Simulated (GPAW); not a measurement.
# MgO (honeycomb monolayer): G0W0 with GPAW, start to end, part 2 of 2

Aim: the G0W0 gap of MgO (honeycomb monolayer) on PBE, step by step.

GPAW 26.7.0; PBE and many-body steps on it, plane waves. Known limits of the many-body steps: short of the basis limit.

So far. Step 3 (Bands along the symmetry lines): The gap is 3.375 eV, as in the run before at this level. Step 4 (Empty states on the mesh, 12×12×1 mesh, 184 bands): On this mesh the gap is 3.375 eV.

**5. Screening and self-energy, 12×12×1 mesh, 81 bands, screening to 48 eV**

Now the one-shot GW correction: screening in the RPA, then the self-energy of the levels asked for.

This step: G0W0 on PBE, plane waves, PAW.

Contents of run.py:

```python
import json
import numpy as np
from gpaw.mpi import world
from gpaw.response.g0w0 import G0W0

gw = G0W0('full.gpw',
    filename='gw',
    kpts=[0, 9],
    bands=(6, 10),
    ecut=48,
    nbands=81,
    truncation='2D',
    integrate_gamma='sphere',
    q0_correction=True,
    frequencies={'type': 'nonlinear', 'domega0': 0.15, 'omega2': 15.0},
    eta=0.1,
    nblocksmax=True)
gw.calculate()
res = {mode: {k: v for k, v in r.items() if k != 'sigma_eskwn'}
       for mode, r in gw.all_results.items()}

if world.rank == 0:
    with open('result.json', 'w') as f:
        json.dump(res, f, default=lambda x: x.tolist())
```

Started as:

```console
> mpirun -n 4 gpaw python run.py
```

Standard output:

```text
Using integrator: PointIntegrator
NonLinearFrequencyDescriptor(from 0.000 to 121.535 eV, 187 points)
Nonperiodic BCs:  [False False  True]
Using integrator: PointIntegrator
NonLinearFrequencyDescriptor(from 0.000 to 121.535 eV, 187 points)
Nonperiodic BCs:  [False False  True]
Applying analytical 2D correction to W:
    Evaluating Gamma point contribution to W on a 11x11x1 grid
  ___  _ _ _
 |   || | | |
 | | || | | |
 |__ ||_____|
 |___|

BZ k-points: Symmetries present (total): 6

  [... matrices ...]
144 k-points: 12 x 12 x 1 Monkhorst-Pack grid + [1/24,1/24,0.000000]
19 k-points in the irreducible part of the Brillouin zone
       k-points in crystal coordinates                weights
   0:    -0.00000000   -0.00000000    0.00000000          1/144
   1:     0.08333333   -0.00000000    0.00000000          6/144
   2:     0.16666667   -0.08333333    0.00000000          6/144
   3:     0.16666667   -0.00000000    0.00000000          6/144
   4:     0.25000000   -0.08333333    0.00000000         12/144
   5:     0.25000000   -0.00000000    0.00000000          6/144
   6:     0.33333333   -0.16666667    0.00000000          6/144
   7:     0.33333333   -0.08333333    0.00000000         12/144
   8:     0.33333333   -0.00000000    0.00000000          6/144
   9:     0.33333333    0.33333333    0.00000000          2/144
          ...
  18:     0.50000000    0.50000000    0.00000000          3/144

Distributing spins, k-points and bands (1 x 2 x 4) over 1 process
Number of blocks: 4

Quasi particle states:
k-points (IBZ indices): [0, 9]
Band range: (6, 10)
  [... matrices ...]
Computational parameters:
Plane wave cut-off: 48 eV
Number of bands: 81
Coulomb cutoff: 2D
Broadening: 0.1 eV

fxc modes: GW
Kernel: RPA
Using full-frequency real axis integration
Summing all q:

Calculating screened Coulomb potential
2D Coulomb truncation
NonLinearFrequencyDescriptor(from 0.000 to 121.535 eV, 187 points)
Removing empty qpoint cache files...

Calculating chi0 body with:
    Ground state adapter containing:
    Number of spins: 1
    Number of kpoints: 144
    Number of irreducible kpoints: 19
    Number of completely occupied states: 8
    Number of partially occupied states: 8
    Occupied states memory: 3.41796875 M / cpu

    Linear response parametrization:
    q_c: [-2.081668e-17, -2.081668e-17, 0.0]
    Number of frequency points: 187
    Planewave cutoff: 48.0
    Number of bands: 81
    Number of planewaves: 79
    Broadening (eta): 0.1
    comm.size: 4
    kncomm.size: 1
    blockcomm.size: 4

    Memory estimate of potentially large arrays:
        chi0_wGG: 4.452007 M / cpu
Integrating chi0 body.

Symmetries of q_c:
    Direct symmetries (Uq -> q): 6
    Indirect symmetries (TUq -> q): 6
In total 12 allowed symmetries.

  [... matrices ...]
19 groups of equivalent kpoints. 86.805556% reduction.

Integral kind: spectral function
Integrating chi0 head and wings.

Symmetries of q_c:
    Direct symmetries (Uq -> q): 6
    Indirect symmetries (TUq -> q): 6
In total 12 allowed symmetries.

  [... matrices ...]
19 groups of equivalent kpoints. 86.805556% reduction.

Integral kind: spectral function wings

Calculating chi0 body with:
    Ground state adapter containing:
    Number of spins: 1
    Number of kpoints: 144
    Number of irreducible kpoints: 19
    Number of completely occupied states: 8
    Number of partially occupied states: 8
[... the further q-points ...]

Results:
f:      Occupation numbers
eps:     KS-eigenvalues [eV]
vxc:     KS vxc [eV]
exx:     Exact exchange [eV]
sigma:   Self-energies [eV]
dsigma:  Self-energy derivatives
Z:       Renormalization factors
qp:      QP-energies [eV]

k-point 0 (0): (-0.000, -0.000, 0.000)                GW
band       f     eps     vxc     exx   sigma  dsigma       Z      qp
                                                                   GW
   6   1.000  -4.118 -20.033 -25.802   3.584  -0.294   0.773  -5.806
   7   1.000  -4.118 -20.033 -25.802   3.584  -0.294   0.773  -5.806
   8   0.000  -0.422  -6.024  -3.155  -1.526  -0.117   0.895   0.781
   9   0.000   1.457  -5.218  -3.101  -0.852  -0.113   0.898   2.594

k-point 1 (9): (0.333, 0.333, 0.000)                GW
band       f     eps     vxc     exx   sigma  dsigma       Z      qp
                                                                   GW
   6   1.000  -5.375 -18.104 -24.172   3.490  -0.321   0.757  -7.327
   7   1.000  -3.797 -18.419 -24.074   3.255  -0.295   0.772  -5.650
   8   0.000   4.880  -5.564  -2.033  -1.985  -0.163   0.860   6.208
   9   0.000   5.222  -7.418  -3.623  -1.933  -0.198   0.834   6.775
```

The job ended after 2.8 min (4 MPI ranks of Arm Neoverse V1, shared host; peak memory 2.1 GiB; 11 min of CPU time).

Read from the output:

```yaml
g0w0_gap_on_the_mesh: 6.431 eV
least_direct_g0w0_gap_on_the_computed_points: 6.587 eV
z_at_the_valence_top: 0.7723
z_at_the_conduction_bottom: 0.8954
starting_gap_on_the_mesh: 3.375 eV
k_of_the_valence_top: 0.3333, 0.3333, 0
k_of_the_conduction_bottom: 0, 0, 0
```

The gap on the mesh goes from 3.38 eV to 6.43 eV, a correction of +3.06 eV.

Limits: finite bands, cutoff and mesh. v1 is the top filled band, c1 the lowest empty one. The levels before and after the correction (eV, zero at the valence-band top of each column):

```
           conduction bottom  valence top
Kohn-Sham               3.38         0.00
     G0W0               6.43         0.00
```

```
                        level  energy (eV)
Kohn-Sham             Γ v2-v1       -0.321
Kohn-Sham                Γ c1        3.375
Kohn-Sham                Γ c2        5.255
Kohn-Sham  (0.333 0.333 0) v2       -1.578
Kohn-Sham  (0.333 0.333 0) v1        0.000
Kohn-Sham  (0.333 0.333 0) c1        8.677
Kohn-Sham  (0.333 0.333 0) c2        9.019
     G0W0             Γ v2-v1       -0.156
     G0W0                Γ c1        6.431
     G0W0                Γ c2        8.244
     G0W0  (0.333 0.333 0) v2       -1.677
     G0W0  (0.333 0.333 0) v1        0.000
     G0W0  (0.333 0.333 0) c1       11.859
     G0W0  (0.333 0.333 0) c2       12.425
```

**6. Where the time went**

Times are wall times on 4 MPI ranks of Arm Neoverse V1, shared host, good to a factor of about two.

```
                          step     time  share  memory (GiB)
                  ground state    6.9 s    2 %          0.73
bands along the symmetry lines    6.6 s    2 %          0.77
      empty states on the mesh  1.9 min   39 %           1.1
     screening and self-energy  2.8 min   57 %           2.1
```

**7. What came out**

```
PBE gap              : 3.38 eV, indirect
G0W0 gap on the mesh : 6.43 eV
GW settings          : 12×12×1 mesh, 81 bands, screening to 48 eV, full frequency, Hilbert transform
known limits         : short of the basis limit
```

G0W0 moves the gap on the mesh from 3.38 eV to 6.43 eV (+3.06 eV), with Z of 0.77 and 0.90 at the edges. Bands and cutoff are finite, so the gap stands short of the basis limit, usually by up to a few tenths of an eV; the mesh is an error of its own. In this program the long-wavelength screening can come out low in d oxides and layered crystals.

[Long decimals in the printed logs are rounded to 6 places.]

[Logs are printed without paths, hosts, clocks, repeated set-up lines and the standing remarks that a program may print on its own settings, such as how far it seeks lower states.]

[Paths, hosts, dates, memory and timing lines, banners, echoed tables and standing remarks are left out of the program output; an Ansatz launch command may be rebuilt from the run's recorded settings. Measured values are a selection of at most five: reports struck by readers or far from the other reports are left out. None is set beside runs whose start may be inverted or whose files or cutoffs have a known fault.]

[Runs of the session that timed out or met a known fault of the program may be left out.]

[Hosts, paths, dates, database ids (printed as entryN), source tags and the programs' standing remarks are cut or masked in the printed files.]

[Where the starting crystal was built by hand or by swapping elements, it need not be the compound's stable phase.]
